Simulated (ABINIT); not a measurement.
**Beyond one shot: SiC (Moissanite)**

Aim: iterate the self-energy on SiC (Moissanite) and follow the gap from cycle to cycle.

Program: ABINIT 10.8.3. Level of theory: PBE and many-body steps on it, plane waves. Results are calculated unless marked as measured.

**Experimental background.**

- Gap 3.33 eV: band gap at cryogenic temperature; bulk crystal (literature value) (quoted in “Silicon carbide diodes for neutron detection”, 2020, arxiv:2009.14696).

### 1. Set-up

Symmetry: P6_3mc, No. 186, hexagonal system. Conventional cell: a = 3.076 Å, b = 3.076 Å, c = 5.048 Å, α = 90.00°, β = 90.00°, γ = 120.00°. Nearest to Si lie 4 C at 1.87 to 1.94 Å. Nearest to C lie 4 Si at 1.87 to 1.94 Å. Farther neighbours are not listed.

The cell and positions come from the Crystallography Open Database and are kept as given unless a step says otherwise.

### 2. Empty states on the mesh, 6×6×4 mesh, 167 bands

This step: ABINIT 10.8.3; DFT, PBE, plane waves, norm-conserving pseudopotentials.

The sums over transitions need many empty states on a uniform mesh; this step solves for them.

File run.abi:

```
acell 3*1.0 Angstrom
rprim 
  3.075999999976 0.000000000005 0.000000000000
  -1.537999999993 2.663894142018 0.000000000000
  0.000000000000 0.000000000000 5.048000000000
ntypat 2
znucl 14 6
natom 4
typat 1 1 2 2
xred 
  0.333333333333 0.666666666667 0.000000000000
  0.666666666667 0.333333333333 0.500000000000
  0.333333333333 0.666666666667 0.385000000000
  0.666666666667 0.333333333333 0.885000000000
pp_dirpath "pseudos"
pseudos "Si.upf, C.upf"
ecut 37
ngkpt 6 6 4
nshiftk 1
shiftk 0 0 0
kptopt 1
chksymbreak 0
irdden 1
istwfk *1
nband 167
prtvol 0
optdriver 6
gwr_task "HDIAGO"
paral_kgb 0
occopt 1
indata_prefix "in"
outdata_prefix "out"
tmpdata_prefix "tmp"
```

The run is started by

```
> OMP_NUM_THREADS=1 mpirun -n 8 abinit run.abi > log
```

What it wrote:

```text
.Version 10.8.3 of ABINIT. v10.8.2 released Aug 2026.

 Symmetries : space group P6_3 m c (#186); Bravais hP (primitive hexag.)
[... echo of the input left out ...]
== DATASET  1 ==================================================================
-   mpi_nproc: 8, omp_nthreads: 1 (-1 if OMP is not activated)

--- !DatasetInfo
iteration_state: {dtset: 1, }
dimensions: {natom: 4, nkpt: 21, mband: 167, nsppol: 1, nspinor: 1, nspden: 1, mpw: 3018, }
cutoff_energies: {ecut:  37.0, pawecutdg:  -1.0, }
[...]
Indirect band gap semiconductor
 Fundamental gap:     2.329 (eV)
   VBM:     7.139 (eV) at k: [ 0.0000E+00,  0.0000E+00,  0.0000E+00]
   CBM:     9.468 (eV) at k: [ 3.3333E-01,  3.3333E-01,  0.0000E+00]
 Direct gap:         4.083 (eV) at k: [ 5.0000E-01,  0.0000E+00,  0.0000E+00]

== END DATASET(S) ==============================================================
================================================================================

 -outvars: echo values of variables after computation  --------
           etotal      0.0000000000E+00
            nband         167
             nkpt          21
          spgroup         186
 [... the other variables as echoed above ...]

 Calculation completed.
```

Run time: 34 s. Hardware: 8 MPI ranks of Intel Xeon 6975P-C (Granite Rapids), shared host; peak memory 4.4 GiB; 4.5 min of CPU time.

Numbers from this step:

```
gap                                                           : 2.329 eV
k of the valence top                                          : 0, 0, 0
k of the conduction bottom                                    : 0.3333, 0.3333, 0
least direct gap                                              : 4.083 eV
k points computed                                             : 21
lowest point of the top converged band, above the valence top : 121.0657 eV
```

On this mesh the gap is 2.329 eV.

The density comes from a self-consistent run that is not shown.

### 3. Screening, 6×6×4 mesh, 159 bands, screening to 195.9 eV

The RPA dielectric matrix is built and inverted for each q.

This step: RPA screening on PBE, plane waves, norm-conserving pseudopotentials.

Changes to run.abi since step 2:

```diff
@@ -22,10 +22,11 @@
 chksymbreak 0
-irdden 1
 istwfk *1
-nband 167
-prtvol 0
-optdriver 6
-gwr_task "HDIAGO"
-paral_kgb 0
 occopt 1
+irdwfk 1
+optdriver 3
+nband 159
+ecuteps 7.2
+inclvkb 2
+awtr 1
+symchi 1
 indata_prefix "in"
```

What it wrote:

```text
.Version 10.8.3 of ABINIT. v10.8.2 released Aug 2026.

 Symmetries : space group P6_3 m c (#186); Bravais hP (primitive hexag.)
[... echo of the input left out ...]
== DATASET  1 ==================================================================
-   mpi_nproc: 8, omp_nthreads: 1 (-1 if OMP is not activated)

--- !DatasetInfo
iteration_state: {dtset: 1, }
dimensions: {natom: 4, nkpt: 21, mband: 159, nsppol: 1, nspinor: 1, nspden: 1, mpw: 3018, }
cutoff_energies: {ecut:  37.0, pawecutdg:  -1.0, }
electrons: {nelect:   1.60000000E+01, charge:   0.00000000E+00, occopt:   1.00000000E+00, tsmear:   1.00000000E-02, }

 SCREENING: Calculation of the susceptibility and dielectric matrices

 Based on a program developped by R.W. Godby, V. Olevano, G. Onida, and L. Reining.
 Incorporated in ABINIT by V. Olevano, G.-M. Rignanese, and M. Torrent.
.Using double precision arithmetic ; gwpc =  8

[... cell and pseudopotentials left out ...]
--------------------------------------------------------------------------------

 ==== K-mesh for the wavefunctions ====
 Number of points in the irreducible wedge :    21
[... list of points left out ...]
 Together with 12 symmetry operations and time-reversal symmetry
 yields   144 points in the full Brillouin Zone.

 ==== Q-mesh for the screening function ====
 Number of points in the irreducible wedge :    21
[... list of points left out ...]
 Together with 12 symmetry operations and time-reversal symmetry
 yields   144 points in the full Brillouin Zone.

 setmesh: FFT mesh size selected  =    20x   20x   40
          total number of points  =        16000

 vcoul_init : cutoff-mode = AUXILIARY_FUNCTION
 q-points for optical limit:   1
     1)      0.000010    0.000020    0.000030

- screening: taking advantage of time-reversal symmetry
- Maximum band index for partially occupied states nbvw = 8
- Remaining bands to be divided among processors   nbcw = 151
- Number of bands treated by each node ~18

 Number of electrons calculated from density =   16.0000; Expected =   16.0000
 average of density, n =  0.057319
 r_s =    1.6089
 omega_plasma =   23.0944 [eV]

 calculating chi0 at frequencies [eV] :
  1    0.000000E+00    0.000000E+00
  2    0.000000E+00    2.309436E+01

--------------------------------------------------------------------------------
  q-point number  1        q = ( 0.000000, 0.000000, 0.000000) [r.l.u.]
--------------------------------------------------------------------------------
[... chi0 elements left out ...]
 For q-point:  0.000010 0.000020 0.000030
  dielectric constant =   6.8432
  dielectric constant without local fields =   7.4943

  Average fulfillment of the sum rule on Im[epsilon] for q-point    1 :     90.63  [%]
[... wings left out ...]
  q-point number  2        q = ( 0.166667, 0.000000, 0.000000) [r.l.u.]
--------------------------------------------------------------------------------
[... chi0 elements left out ...]
  Average fulfillment of the sum rule on Im[epsilon] for q-point    2 :     94.33  [%]

 [... 19 further q-points ...]
```

Wall time 63 s (8 MPI ranks); peak memory 2.1 GiB.

This step gave:

| Quantity | Value |
| --- | --- |
| ε∞ with local fields, on this mesh, along the program's q direction | 6.843 |
| the same without local fields | 7.494 |
| plasma frequency | 23.09 eV |
| plane waves in the screening matrix | 251 |

Local fields lower ε∞ by 9 %.

### 4. G0W0

The self-energy is evaluated for the states that the input lists, and the levels follow from it, in one-shot runs by the linearised quasiparticle equation.

This step: G0W0 on PBE, plane waves, norm-conserving pseudopotentials.

Changes to run.abi since step 3:

```diff
@@ -25,8 +25,19 @@
 irdwfk 1
-optdriver 3
+optdriver 4
 nband 159
+gwcalctyp 0
+ecutsigx 37
+symsigma 1
+nkptgw 3
+kptgw 
+  0.0000000000 0.0000000000 0.0000000000
+  0.3333333333 0.3333333333 0.0000000000
+  0.5000000000 0.0000000000 0.0000000000
+bdgw 
+  6 10
+  7 10
+  7 10
 ecuteps 7.2
-inclvkb 2
-awtr 1
-symchi 1
+irdscr 1
+ppmodel 1
 indata_prefix "in"
```

What it wrote:

```text
.Version 10.8.3 of ABINIT. v10.8.2 released Aug 2026.

 Symmetries : space group P6_3 m c (#186); Bravais hP (primitive hexag.)
[... echo of the input left out ...]
== DATASET  1 ==================================================================
-   mpi_nproc: 8, omp_nthreads: 1 (-1 if OMP is not activated)

--- !DatasetInfo
iteration_state: {dtset: 1, }
dimensions: {natom: 4, nkpt: 21, mband: 159, nsppol: 1, nspinor: 1, nspden: 1, mpw: 3018, }
cutoff_energies: {ecut:  37.0, pawecutdg:  -1.0, }
electrons: {nelect:   1.60000000E+01, charge:   0.00000000E+00, occopt:   1.00000000E+00, tsmear:   1.00000000E-02, }

 SIGMA: Calculation of the GW corrections

 Based on a program developped by R.W. Godby, V. Olevano, G. Onida, and L. Reining.
 Incorporated in ABINIT by V. Olevano, G.-M. Rignanese, and M. Torrent.
.Using double precision arithmetic ; gwpc =  8

[... cell and pseudopotentials left out ...]
--------------------------------------------------------------------------------

 ==== K-mesh for the wavefunctions ====
 Number of points in the irreducible wedge :    21
[... list of points left out ...]
 Together with 12 symmetry operations and time-reversal symmetry
 yields   144 points in the full Brillouin Zone.

 ==== Q-mesh for screening function ====
 Number of points in the irreducible wedge :    21
[... list of points left out ...]
 Together with 12 symmetry operations and time-reversal symmetry
 yields   144 points in the full Brillouin Zone.

 vcoul_init : cutoff-mode = AUXILIARY_FUNCTION
 q-points for optical limit:   1
     1)      0.000010    0.000020    0.000030
 setmesh: FFT mesh size selected  =    27x   27x   54
          total number of points  =        39366

 Number of electrons calculated from density =   16.0000; Expected =   16.0000
 average of density, n =  0.057319
 r_s =    1.6089
 omega_plasma =   23.0944 [eV]

 === KS Band Gaps ===
  >>>> For spin  1
   Minimum direct gap =   4.0829 [eV], located at k-point      :   0.5000  0.0000  0.0000
   Fundamental gap    =   2.3294 [eV], Top of valence bands at :   0.0000  0.0000  0.0000
                                       Bottom of conduction at :   0.3333  0.3333  0.0000
 SIGMA fundamental parameters:
 PLASMON POLE MODEL  1
 number of plane-waves for SigmaX                 2997
 number of plane-waves for SigmaC and W            251
 number of plane-waves for wavefunctions          2997
 number of bands                                   159
 number of independent spin polarizations            1
 number of spinorial components                      1
 number of k-points in IBZ                          21
 number of q-points in IBZ                          21
 number of symmetry operations                      12
 number of k-points in BZ                          144
 number of q-points in BZ                          144
 number of frequencies for dSigma/dE                 9
 frequency step for dSigma/dE [eV]                0.25
 number of omega for Sigma on real axis              0
 max omega for Sigma on real axis  [eV]           0.00
 zcut for avoiding poles [eV]                     0.10

 EPSILON^-1 parameters (SCR file):
 dimension of the eps^-1 matrix on file            251
 dimension of the eps^-1 matrix used               251
 number of plane-waves for wavefunctions          2997
 number of bands                                   159
 number of q-points in IBZ                          21
 number of frequencies                               2
 number of real frequencies                          1
 number of imag frequencies                          1

 matrix elements of self-energy operator (all in [eV])

 Perturbative Calculation

--- !SelfEnergy_ee
iteration_state: {dtset: 1, }
kpoint     : [   0.000,    0.000,    0.000, ]
spin       : 1
KS_gap     :    4.620
QP_gap     :    5.476
Delta_QP_KS:    0.857
data: !SigmaeeData |
     Band     E0 <VxcDFT>   SigX SigC(E0)      Z dSigC/dE  Sig(E)    E-E0       E
        6   6.864 -15.055 -17.694   2.009   0.792  -0.263 -15.554  -0.499   6.364
        7   6.864 -15.055 -17.694   2.009   0.792  -0.263 -15.554  -0.499   6.364
        8   7.139 -14.882 -17.276   1.800   0.793  -0.260 -15.354  -0.472   6.667
        9  11.758 -12.188  -7.007  -4.703   0.806  -0.241 -11.803   0.385  12.144
       10  13.157 -12.746  -7.214  -5.084   0.794  -0.260 -12.390   0.356  13.513

--- !SelfEnergy_ee
iteration_state: {dtset: 1, }
kpoint     : [   0.333,    0.333,    0.000, ]
spin       : 1
KS_gap     :    6.371
QP_gap     :    7.406
Delta_QP_KS:    1.035
data: !SigmaeeData |
     Band     E0 <VxcDFT>   SigX SigC(E0)      Z dSigC/dE  Sig(E)    E-E0       E
        7   3.097 -12.979 -16.874   2.816   0.782  -0.279 -13.822  -0.843   2.254
[...]
--- !SelfEnergy_ee
iteration_state: {dtset: 1, }
kpoint     : [   0.500,    0.000,    0.000, ]
spin       : 1
KS_gap     :    4.083
QP_gap     :    4.996
Delta_QP_KS:    0.913
data: !SigmaeeData |
     Band     E0 <VxcDFT>   SigX SigC(E0)      Z dSigC/dE  Sig(E)    E-E0       E
[...]
8   5.651 -14.535 -17.688   2.318   0.789  -0.267 -15.194  -0.659   4.991
        9   9.734 -10.592  -6.058  -4.226   0.821  -0.218 -10.339   0.254   9.987
       10  11.338 -11.767  -6.941  -4.334   0.809  -0.236 -11.368   0.399  11.737

== END DATASET(S) ==============================================================
================================================================================

 -outvars: echo values of variables after computation  --------
           etotal      0.0000000000E+00
            nband         159
             nkpt          21
          spgroup         186
 [... the other variables as echoed above ...]

 Calculation completed.
```

Wall time 18 s (8 MPI ranks); peak memory 2.3 GiB.

This step gave:

* G0W0 gap on the points computed: 2.993 eV
* starting gap on the mesh: 2.329 eV
* k of the valence top: 0, 0, 0
* k of the conduction bottom: 0.3333, 0.3333, 0
* Z at the valence top: 0.793
* Z at the conduction bottom: 0.825
* least direct G0W0 gap on the computed points: 4.996 eV

The gap on the mesh goes from 2.33 eV to 2.99 eV, a correction of +0.66 eV.

(Part 1 of 2 ends here.)

[Paths, hosts, dates, memory and timing lines, banners, echoed tables and standing remarks are left out of the program output.]

[Logs are printed without paths, hosts, clocks, repeated set-up lines and the standing remarks that a program may print on its own settings, such as how far it seeks lower states.]

[Runs of the session that timed out or met a known fault of the program may be left out.]

[Hosts, paths, dates, database ids (printed as entryN), source tags and the programs' standing remarks are cut or masked in the printed files.]

[G0W0 gaps are taken among the corrected bands and points alone; a level outside them can change the order at an edge.]

[Where Ansatz stands beside ABINIT at settings called matched, ABINIT's density can come from a denser mesh and the files from another edition; pairs whose starting gaps differed by over 0.03 eV were left out, so agreement reads better than it is.]
